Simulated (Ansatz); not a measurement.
# Cu (Cmcm) in Ansatz: convergence with k mesh

Aim: find how far k mesh must go before the results for Cu settle, at PBE. This setting moves, with any that are tied to it; all else stays.

Program: Ansatz 0.2.0. These are calculated values, not measurements. Logs are shortened: lines on timing, memory, paths and dates and some standing lists are left out, and cuts for length are marked.

## 1. The crystal as given

The structure is orthorhombic, space group Cmcm (No. 63). Conventional cell: a = 2.437 Å, b = 7.953 Å, c = 2.475 Å, α = 90.00°, β = 90.00°, γ = 90.00°. Cu (site symmetry m2m) has 10 Cu at 2.44 to 2.54 Å as nearest neighbours.

This isn't the form of Cu at room conditions, which is fcc.

## 2. With k mesh 3 × 3 × 3

input.yaml

```yaml
crystal:
  lattice:
    - [1.21846369, -3.9763780104, 0.0]
    - [1.21846369, 3.9763780104, 0.0]
    - [0.0, 0.0, 2.4754955235]
  atoms:
    - { symbol: Cu, position: [0.86613335, 0.13386665, 0.75] }
    - { symbol: Cu, position: [0.13386665, 0.86613335, 0.25] }
hamiltonian:
  xc: pbe
  pseudopotentials: { kind: paw, level: accurate }
kpoints:
  mp_grid: { grid: [3, 3, 3] }
scf:
  occupations: { method: methfessel_paxton, width: 0.1 }
output:
  forces: true
  stress: true
  eigenvalues: true
```

Potentials or basis: Ansatz PAW earlier set.

The run is started by

```console
$ ansatz run input.yaml --threads 2 --pin off --max-ram 5632MiB --backend cpu --events-out ev --progress --plain --runs-dir out
```

Log:

```text
Warning: RAYON_NUM_THREADS=2 ignored (pool sized by the plan → 2); use --threads N
Engine: ansatz 0.2.0, aarch64-unknown-linux-gnu
Pseudopotentials: kind: paw, level: accurate
Pseudopotential: Cu, paw, valence charge 19, recommended cutoff 1050 eV (high), Cu.paw.azcp
Functional definition: PBE
  parameter kappa = 0.804
  parameter beta = 0.06672455060314922
  exchange = pbe_x(kappa = kappa, mu = beta*pi^2/3)
  correlation = pbe_c(beta = beta)
Crystal: 2 atoms, lattice volume = 23.988 Å³
Basis set: ecut = 1050 eV, 1879 PW (Γ), exchange–correlation on 90×90×54 points (8 copies of the dense FFT grid, shifted against one another)
Bands: 23, of which v1, the nominal top of the filled ones, is band 19 counted from 1 (18 counted from 0)
Symmetry: 8 space group operations
Space group: Cmcm (ITA 63), of the structure as read, at distance tolerance 2.9e-5 Å
k-points: 8 of 27
Non-local potential: Cu, projectors of the file, l = 0: 3, l = 1: 3, l = 2: 3, l = 3: 1, l = 4: 1
PAW form: soft (Blöchl's): semilocal exchange-correlation on the pseudo side does not see the compensation charge
PAW one-centre angular grid: Cu, 590 points (default); XC on 64 Gauss nodes
Initial density: superposition of atomic densities (chi_scale 0.1, normalization cell)
Initial wavefunctions: pseudopotential atomic-orbital guess
Functional: x = pbe(κ = 0.804, μ = 0.2195149727645171), c = pbe(β = 0.06672455060314922)
SCF iter   1: F=—  HF=-13251.872990 eV  |F-HF|=—  |Δ(HF+E_count)|=         —  Δρ=2.23e-1  dr2=8.42e0  ethr=3.10e-3  ⟨swp⟩=5.8  Hψ=745  notcnv=0
preconditioner: auto → none  [metal: Δε(μ)=0.028 eV  Ē_g=9.548 eV  σ=0.100 eV  W_gap=0.23  n_scr=8 (ndim 8)  ℏωp=35.6 eV  f_vac=0.000  D(μ)=1.47/eV (n_scr^D=14)  sad-step TF]
SCF iter   2: F=—  HF=-13250.623487 eV  |F-HF|=—  |Δ(HF+E_count)|=    1.25e0  S|Δr|=    0.00e0  Δρ=1.03e-1  dr2=2.04e0  ethr=3.10e-3  ⟨swp⟩=2.8  Hψ=360  notcnv=0  defer=1
SCF iter   3: F=—  HF=-13250.206368 eV  |F-HF|=—  |Δ(HF+E_count)|=   4.17e-1  S|Δr|=    0.00e0  Δρ=2.79e-2  dr2=1.39e-1  ethr=3.10e-3  ⟨swp⟩=2.0  Hψ=280  notcnv=0  defer=1
SCF iter   4: F=—  HF=-13250.176901 eV  |F-HF|=—  |Δ(HF+E_count)|=   2.95e-2  S|Δr|=    0.00e0  Δρ=2.23e-3  dr2=1.13e-3  ethr=3.66e-4  ⟨swp⟩=2.4  Hψ=303  notcnv=0  defer=1
SCF iter   5: F=—  HF=-13250.176776 eV  |F-HF|=—  |Δ(HF+E_count)|=   1.25e-4  S|Δr|=    0.00e0  Δρ=7.21e-4  dr2=3.34e-4  ethr=2.98e-6  ⟨swp⟩=2.0  Hψ=278  notcnv=0  defer=1
SCF iter   6: F=—  HF=-13250.176670 eV  |F-HF|=—  |Δ(HF+E_count)|=   1.07e-4  S|Δr|=    0.00e0  Δρ=2.59e-4  dr2=1.08e-5  ethr=8.79e-7  ⟨swp⟩=2.0  Hψ=265  notcnv=0  defer=1
SCF iter   7: F=—  HF=-13250.176671 eV  |F-HF|=—  |Δ(HF+E_count)|=   1.41e-6  S|Δr|=    0.00e0  Δρ=3.54e-5  dr2=2.31e-7  ethr=2.84e-8  ⟨swp⟩=2.0  Hψ=258  notcnv=0  defer=1
SCF iter   8: F=-13250.176671 eV  HF=-13250.176671 eV  |F-HF|=6.24e-9  |Δ(HF+E_count)|=   4.20e-8  S|Δr|=    0.00e0  Δρ=6.48e-6  dr2=7.76e-9  ethr=2.63e-10  ⟨swp⟩=5.8  Hψ=791  notcnv=0
SCF 1 converged in 8 iterations: F = -13250.176671 eV  dr2 = 7.76e-9
SCF converged after 8 iterations
Stability not checked: this state was not tested for a lower state beside it, because cold or Methfessel-Paxton smearing, or corrected tetrahedra, fill the levels in a way that the test cannot read (fill_not_monotonic; see scf.lower_state_search)
Free energy (F): -13250.176671 eV
Harris-Foulkes:  -13250.176671 eV  (|F-HF|=6.24e-9)
Internal energy: -13250.176671 eV  (E = F + TS)
E sigma→0 (E₀):  -13250.176671 eV
Fermi energy:    16.247685 eV
Step filling:    the computed levels leave a gap of 0.8944 eV = 8.9 smearing widths at the electron count; against every level under it full and every level over it empty, smearing changes F+E_penalty+E_count by +1.14e-8 meV and its σ→0 estimate by -1.06e-7 meV
--- Per-component energies (eV) ---
  E_band       = -717.620595
  E_kinetic    = 1121.929100
  E_local      = -8986.588485  (includes V_loc(G=0)·N_el)
  E_nonlocal   = 967.192400
  E_hartree    = 3299.024966
  E_xc         = -265.753102
  E_vxc        = -346.039565  (∫ρ·V_xc dr)
  E_paw        = -2880.859817  (= ΣΔE_a)
  E_vpaw       = -72.173936  (= ΣTr[D̂ρ^β])
  E_aug_tail   = 0.000294  (compensation charges beyond the density's cutoff)
  E_ewald      = -6505.122028
  E_smearing   = 0.000000  (= −TS)
  E_closure    = 0.000000  (closes the sum)
  Σ components = -13250.176671   (vs F -13250.176671, Δ=0.00e0)
--- Forces (eV/Å), atoms counted from 1 ---
  atom   1  Cu     0.00000000     0.14375931     0.00000000
  atom   2  Cu     0.00000000    -0.14375931     0.00000000
  max |Σ_I F_I| component: 0.00e0 eV/Å
--- Stress (GPa, compression-positive) ---
       13.247894      -0.000000      -0.000000
       -0.000000      -3.687081       0.000000
       -0.000000       0.000000       8.463939
  P = ⅓ Tr σ = 6.0083 GPa (60.083 kbar)
--- Band table (eV; the first three rows and the last of 8) ---
  k-point 0: bands = ["-95.7708", "-95.7523", "-53.2669", "-53.1435", "-53.1236", "-53.0864", "-53.0095", "-52.9960", "7.5047", "11.8195", "12.6648", "13.1493", "13.7703", "14.0389", "14.5074", "14.8202", "15.0521", "15.1930", "15.3643", "16.6830", "21.6003", "31.5240", "35.1816"]
  k-point 1: bands = ["-95.7606", "-95.7514", "-53.2306", "-53.1768", "-53.1678", "-53.1571", "-53.0014", "-52.9946", "10.1561", "12.6594", "12.9731", "13.0189", "13.4451", "13.7501", "14.2491", "14.2901", "15.0486", "15.1087", "15.1640", "20.7426", "21.4656", "23.1083", "30.0231"]
  k-point 2: bands = ["-95.7604", "-95.7490", "-53.2417", "-53.1629", "-53.1107", "-53.0877", "-53.0754", "-53.0686", "10.3386", "12.3863", "12.9825", "13.3406", "13.8403", "14.0020", "14.3231", "14.3949", "14.7520", "14.8277", "15.2512", "18.7392", "22.0665", "25.8505", "26.0439"]
  k-point 7: bands = ["-95.7584", "-95.7536", "-53.2331", "-53.2084", "-53.1531", "-53.1378", "-53.0041", "-52.9919", "10.8193", "12.1436", "12.9289", "13.3262", "13.6657", "13.9749", "14.3081", "14.5160", "14.8195", "14.9503", "15.1602", "16.9294", "22.2462", "25.2599", "29.3240"]
```

Run time: 0.86 s. Hardware: 2 threads of Arm Neoverse V1, shared host; peak memory 0.33 GiB.

Results:

* Free energy: -13250.1767 eV
* Pressure: 6.0 GPa
* Largest force: 0.144 eV/Å
* Band gap on the k mesh: none (metal or under the smearing width)

## 3. With k mesh 4 × 4 × 4

Edit input.yaml of step 2 so:

```diff
@@ -12,3 +12,3 @@
 kpoints:
-  mp_grid: { grid: [3, 3, 3] }
+  mp_grid: { grid: [4, 4, 4] }
 scf:
```

Potentials or basis: Ansatz PAW earlier set.

The run is started by

```console
$ ansatz run input.yaml --threads 2 --pin off --max-ram 5632MiB --backend cpu --events-out ev --progress --plain --runs-dir out
```

Run time: 1.6 s. Hardware: 2 threads of Arm Neoverse V1, shared host; peak memory 0.36 GiB.

What came out:

```yaml
Free_energy: -13249.8643 eV
Pressure: 6.4 GPa
Largest_force: 0.146 eV/Å
Band_gap_on_the_k_mesh: none (metal or under the smearing width)
```

## 4. With k mesh 5 × 5 × 5

Edit input.yaml of step 3 so:

```diff
@@ -12,3 +12,3 @@
 kpoints:
-  mp_grid: { grid: [4, 4, 4] }
+  mp_grid: { grid: [5, 5, 5] }
 scf:
```

The run is started by

```console
$ ansatz run input.yaml --threads 2 --pin off --max-ram 5632MiB --backend cpu --events-out ev --progress --plain --runs-dir out
```

Wall time 2.1 s (2 threads of Arm Neoverse V1, shared host); peak memory 0.37 GiB.

Results:

```yaml
Free_energy: -13249.9789 eV
Pressure: 6.6 GPa
Largest_force: 0.048 eV/Å
Band_gap_on_the_k_mesh: none (metal or under the smearing width)
```

## 5. With k mesh 6 × 6 × 6

Edit input.yaml of step 4 so:

```diff
@@ -12,3 +12,3 @@
 kpoints:
-  mp_grid: { grid: [5, 5, 5] }
+  mp_grid: { grid: [6, 6, 6] }
 scf:
```

The run is started by

```console
$ ansatz run input.yaml --threads 2 --pin off --max-ram 5632MiB --backend cpu --events-out ev --progress --plain --runs-dir out
```

Wall time 4.4 s (2 threads of Arm Neoverse V1, shared host); peak memory 0.4 GiB.

Results:

```yaml
Free_energy: -13249.9366 eV
Pressure: 6.6 GPa
Largest_force: 0.051 eV/Å
Band_gap_on_the_k_mesh: none (metal or under the smearing width)
```

## 6. With k mesh 8 × 8 × 8

Edit input.yaml of step 5 so:

```diff
@@ -12,3 +12,3 @@
 kpoints:
-  mp_grid: { grid: [6, 6, 6] }
+  mp_grid: { grid: [8, 8, 8] }
 scf:
```

Potentials or basis: Ansatz PAW earlier set.

The run is started by

```console
$ ansatz run input.yaml --threads 2 --pin off --max-ram 5632MiB --backend cpu --events-out ev --progress --plain --runs-dir out
```

Wall time 7.7 s (2 threads of Arm Neoverse V1, shared host); peak memory 0.47 GiB.

It converged, with:

```
Free energy            : -13249.9414 eV
Pressure               : 6.5 GPa
Largest force          : 0.042 eV/Å
Band gap on the k mesh : none (metal or under the smearing width)
```

## 7. With k mesh 10 × 10 × 10

Edit input.yaml of step 6 so:

```diff
@@ -12,3 +12,3 @@
 kpoints:
-  mp_grid: { grid: [8, 8, 8] }
+  mp_grid: { grid: [10, 10, 10] }
 scf:
```

The run is started by

```console
$ ansatz run input.yaml --threads 2 --pin off --max-ram 5632MiB --backend cpu --events-out ev --progress --plain --runs-dir out
```

Run time: 12 s. Hardware: 2 threads of Arm Neoverse V1, shared host; peak memory 0.57 GiB.

Results (log left out):

```yaml
Free_energy: -13249.9608 eV
Pressure: 6.4 GPa
Largest_force: 0.045 eV/Å
Band_gap_on_the_k_mesh: none (metal or under the smearing width)
```

## 8. With k mesh 13 × 13 × 12

Edit input.yaml of step 7 so:

```diff
@@ -12,3 +12,3 @@
 kpoints:
-  mp_grid: { grid: [10, 10, 10] }
+  mp_grid: { grid: [13, 13, 12] }
 scf:
```

The run is started by

```console
$ ansatz run input.yaml --threads 2 --pin off --max-ram 5632MiB --backend cpu --events-out ev --progress --plain --runs-dir out
```

Wall time 21 s (2 threads of Arm Neoverse V1, shared host); peak memory 0.77 GiB.

The run converged. Its results:

* Free energy: -13249.9625 eV
* Pressure: 6.5 GPa
* Largest force: 0.037 eV/Å
* Band gap on the k mesh: none (metal or under the smearing width)

## 9. With k mesh 15 × 15 × 15

Edit input.yaml of step 8 so:

```diff
@@ -12,3 +12,3 @@
 kpoints:
-  mp_grid: { grid: [13, 13, 12] }
+  mp_grid: { grid: [15, 15, 15] }
 scf:
```

Potentials or basis: Ansatz PAW earlier set.

The run is started by

```console
$ ansatz run input.yaml --threads 2 --pin off --max-ram 5632MiB --backend cpu --events-out ev --progress --plain --runs-dir out
```

Run time: 31 s. Hardware: 2 threads of Arm Neoverse V1, shared host; peak memory 0.99 GiB.

It converged, with:

* Free energy: -13249.9634 eV
* Pressure: 6.6 GPa
* Largest force: 0.043 eV/Å
* Band gap on the k mesh: none (metal or under the smearing width)

## 10. With k mesh 18 × 18 × 17

Edit input.yaml of step 9 so:

```diff
@@ -12,3 +12,3 @@
 kpoints:
-  mp_grid: { grid: [15, 15, 15] }
+  mp_grid: { grid: [18, 18, 17] }
 scf:
```

The run is started by

```console
$ ansatz run input.yaml --threads 2 --pin off --max-ram 5632MiB --backend cpu --events-out ev --progress --plain --runs-dir out
```

It took 51 s on 2 threads of Arm Neoverse V1, shared host; peak memory 1.4 GiB.

Results (log left out):

```
Free energy            : -13249.9631 eV
Pressure               : 6.6 GPa
Largest force          : 0.040 eV/Å
Band gap on the k mesh : none (metal or under the smearing width)
```

## 11. Summary

| k mesh | energy less the tightest run, at zero smearing (meV/atom) | pressure (GPa) | largest force (eV/Å) | SCF cycles | CPU time (s) | peak memory (GiB) |
| --- | --- | --- | --- | --- | --- | --- |
| 3 × 3 × 3 | -106.80 | 6.01 | 0.144 | 8 | 1.6 | 0.33 |
| 4 × 4 × 4 | 50.00 | 6.40 | 0.146 | 8 | 3.1 | 0.36 |
| 5 × 5 × 5 | -7.85 | 6.58 | 0.048 | 7 | 4 | 0.37 |
| 6 × 6 × 6 | 13.26 | 6.57 | 0.051 | 8 | 8.6 | 0.4 |
| 8 × 8 × 8 | 10.86 | 6.49 | 0.042 | 8 | 15 | 0.47 |
| 10 × 10 × 10 | 1.15 | 6.42 | 0.045 | 8 | 23 | 0.57 |
| 13 × 13 × 12 | 0.32 | 6.52 | 0.037 | 8 | 42 | 0.77 |
| 15 × 15 × 15 | -0.14 | 6.63 | 0.043 | 8 | 62 | 0.99 |
| 18 × 18 × 17 | 0.00 | 6.64 | 0.040 | 8 | 100 | 1.4 |

Against the tightest run, the energy stays within 1 meV/atom from 13 × 13 × 12 on; the pressure stays within 0.1 GPa from 15 × 15 × 15 on; the largest force stays within 0.005 eV/Å from 13 × 13 × 12 on. Meshes of other sizes hit other points, so gaps and Fermi surfaces needn't settle smoothly. The tightest run that finished is the yardstick and may itself not be fully converged.
